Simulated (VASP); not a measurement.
Wanted: the native input for a VASP 6.6.1 run.

```
Task                   : single point
Functional             : PBEsol
Potentials or basis    : VASP PAW PBE potentials, release 64 (Ca_sv)
Cutoff                 : 520 eV
k mesh                 : 6 × 6 × 6
Occupations            : fermi-dirac, width 0.05 eV
Spin                   : no spin polarisation
Dipole correction      : no
Further INCAR settings : ALGO = Normal; EDIFF = 1e-06; NBANDS = 17
```

The structure of Ca lies in POSCAR:

```
Ca
1.0
    0.0000000000      2.7140128830      2.7140128830
    2.7140128830      0.0000000000      2.7140128830
    2.7140128830      2.7140128830      0.0000000000
Ca
2
Direct
    0.0000000000      0.0000000000      0.0000000000
    0.2500000000      0.2500000000      0.2500000000
```

The cell was built by a generator and needn't be a form met in nature.

One way to write it, as run:

INCAR

```
PREC = Accurate ; ENCUT = 520
EDIFF = 1E-6 ; ISMEAR = -1
SIGMA = 0.05 ; LREAL = F
LASPH = T ; NELM = 100
ALGO = Normal ; ISIF = 2
LWAVE = F ; LCHARG = F
GGA = PS ; NBANDS = 17
```

KPOINTS

```
Automatic mesh
0
Gamma
  6 6 6
```

Potentials or basis: VASP PAW PBE potentials, release 64 (Ca_sv).

Launch:

```bash
$ cat potpaw_PBE.64/Ca_sv/POTCAR > POTCAR
$ mpirun -np 1 vasp_std > vasp.out
```

It gave:

* Pressure: 21.3 GPa
* Band gap on the k mesh: none (metal or under the smearing width)

Caveat: so large a pressure means that the cell lies far from this level's equilibrium, or that cutoff or potentials fall short; the potentials were made for another functional, which shifts forces and pressure.

Run time: 6.8 s on 1 thread of Intel(R) Xeon(R) 6975P-C (Granite Rapids), with other jobs on the host, peak memory 0.16 GiB.
